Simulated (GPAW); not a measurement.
Write an ASE script for GPAW 26.7.0 that does the following.

```
Task                : optical spectrum
Functional          : PBE
Potentials or basis : PAW data sets generated in the run's folder for this functional
Cutoff              : 500 eV
Basis               : pw
k mesh              : 7 × 7 × 2
Occupations         : fermi-dirac, width 0.001 eV
Spin                : no spin polarisation
Hubbard terms       : Mo d U = 4.5 eV
Kernel              : RPA
Eta                 : 0.2 eV
Response ecut       : 50 eV
Scissors            : 0.5 eV
Maxiter             : 150
Response k mesh     : 11 × 11 × 3
Domega0             : 0.05 eV
Omega2              : 10 eV
Response bands      : 74
Directions          : ["x", "z"]
Intraband           : no
```

Te2Mo:

```
CELL_PARAMETERS angstrom
3.51820 0.00000 0.00000
-1.75910 3.04685 0.00000
0.00000 0.00000 13.97360
ATOMIC_POSITIONS crystal
Te 0.66667 0.33333 0.37900
Te 0.33333 0.66667 0.87900
Te 0.33333 0.66667 0.62100
Te 0.66667 0.33333 0.12100
Mo 0.66667 0.33333 0.75000
Mo 0.33333 0.66667 0.25000
```

One way to write it, as run:

run.py

```python
from ase.dft.bandgap import bandgap
from ase.io import write
from ase.spacegroup import crystal
from gpaw import GPAW, PW, setup_paths
from gpaw.response.df import DielectricFunction

setup_paths.insert(0, '.')

# Te 4f
# Mo 2c
atoms = crystal(['Te', 'Mo'],
                basis=[[0.6666666667, 0.3333333333, 0.379],
                       [0.6666666667, 0.3333333333, 0.75]],
                spacegroup=194, setting=1,  # P6_3/mmc
                cellpar=[3.5182, 3.5182, 13.9736, 90.0, 90.0, 120.0],
                primitive_cell=True)

calc = GPAW(mode=PW(500),
            xc='PBE',
            kpts={'size': (7, 7, 2), 'gamma': True},
            occupations={'name': 'fermi-dirac', 'width': 0.001},
            setups={'Mo': ':d,4.5'},
            nbands=46,
            convergence={'density': 1e-06},
            maxiter=150,
            txt='gpaw.txt')
atoms.calc = calc
energy = atoms.get_potential_energy()
calc.write('gs.gpw')
write('result.traj', atoms)
print(f'Energy: {energy:.6f} eV')
print('Fermi level:', round(calc.get_fermi_level(), 4), 'eV')
print(f'Gap: {bandgap(calc)[0]:.4f} eV, direct: {bandgap(calc, direct=True)[0]:.4f} eV')

dense = calc.fixed_density(kpts={'size': (11, 11, 3), 'gamma': True},
                           nbands=80, convergence={'bands': 74, 'eigenstates': 1e-7},
                           update_fermi_level=True, txt='dense.txt')
dense.write('dense.gpw', mode='all')

df = DielectricFunction('dense.gpw', frequencies={'type': 'nonlinear', 'domega0': 0.05, 'omega2': 10},
                        eta=0.2, ecut=50, nbands=74, eshift=0.5, intraband=False, txt='df.txt')
for direction in ['x', 'z']:
    df.get_dielectric_function(xc='RPA', direction=direction, filename=f'df_{direction}.csv')
    e0, e = df.get_macroscopic_dielectric_constant(xc='RPA', direction=direction)
    print(f'{direction}: static eps {e0:.4f} without, {e:.4f} with local fields')
```

Potentials or basis: PAW data sets generated in the run's folder for this functional, pw.

The run is started by

```bash
$ gpaw-setup -f PBE Mo Te
$ OMP_NUM_THREADS=1 python run.py
```

It gave:

```
Band gap on the k mesh : 0.82 eV, indirect (least direct gap 1.25 eV)
```

Caveat: with so narrow a direct gap the onset needs a denser k mesh; the long-wavelength limit can be off by several per cent where d states take part; response on these states lacks terms of the Hamiltonian; independent-particle spectra lack excitons; spin-orbit coupling is left out, which moves the levels of the heavy elements; an odd mesh through Γ misses points on the zone boundary, where band edges often lie; the U is typed as a test and isn't derived for this compound.

It took 5.8 min on 1 thread of Intel(R) Xeon(R) 6975P-C (Granite Rapids), with other jobs on the host, peak memory 0.87 GiB.
